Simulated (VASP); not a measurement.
A run of VASP 6.6.1 is set up as follows.

The input INCAR:

```
SYSTEM = C
PREC     = Accurate       ! precision mode
ENCUT    = 600            ! plane-wave cutoff, eV
EDIFF    = 1E-6           ! SCF threshold, eV
ISMEAR   = -1             ! smearing method
SIGMA    = 0.05           ! smearing width, eV
LREAL    = .False.        ! projectors in reciprocal space
LASPH    = .True.         ! aspherical terms in the spheres
NELM     = 80             ! most SCF steps
ALGO     = Fast           ! electronic algorithm
ISIF     = 3              ! what is computed and relaxed
LWAVE    = .False.        ! write WAVECAR
LCHARG   = .False.        ! write CHGCAR
GGA      = MK             ! functional
LUSE_VDW = .True.       
AGGAC    = 0.0          
PARAM1   = 0.1234       
PARAM2   = 1.0          
IBRION   = 2              ! ionic algorithm
NSW      = 40             ! ionic steps
EDIFFG   = -0.02          ! ionic threshold
```

The input KPOINTS:

```
regular mesh
0
Gamma
  13 13 13
  0 0 0
```

POSCAR

```
C
1.0
    0.0000000000      1.7833700000      1.7833700000
    1.7833700000      0.0000000000      1.7833700000
    1.7833700000      1.7833700000      0.0000000000
C
2
Direct
    0.7500000000      0.7500000000      0.7500000000
    0.5000000000      0.5000000000      0.5000000000
```

Potentials or basis: VASP PAW PBE potentials, release 64 (C).

Run with:

```bash
$ cat potpaw_PBE.64/C/POTCAR > POTCAR
$ mpirun -np 1 vasp_std > vasp.out
```

(1) Estimate the space group after relaxing (to 0.05 Å).

(2) Estimate the relaxed cell.

(3) Estimate the relaxed volume.

(4) Estimate the band gap on the k mesh.

Answers

(1) Fd-3m (No. 227).

(2) a = 2.524 Å, b = 2.524 Å, c = 2.524 Å, α = 60.00°, β = 60.00°, γ = 60.00°.

(3) 5.69 Å³/atom.

(4) 4.18 eV, indirect (least direct gap 5.61 eV).

Caveat: the PAW data sets were made with another functional, which shifts forces and pressure a little; an odd mesh through Γ misses points on the zone boundary, where band edges often lie.

The cell as given is a measured one (5.67 Å³/atom); optB86b-vdW puts the equilibrium volume +0.2 % from it, thermal expansion not counted.
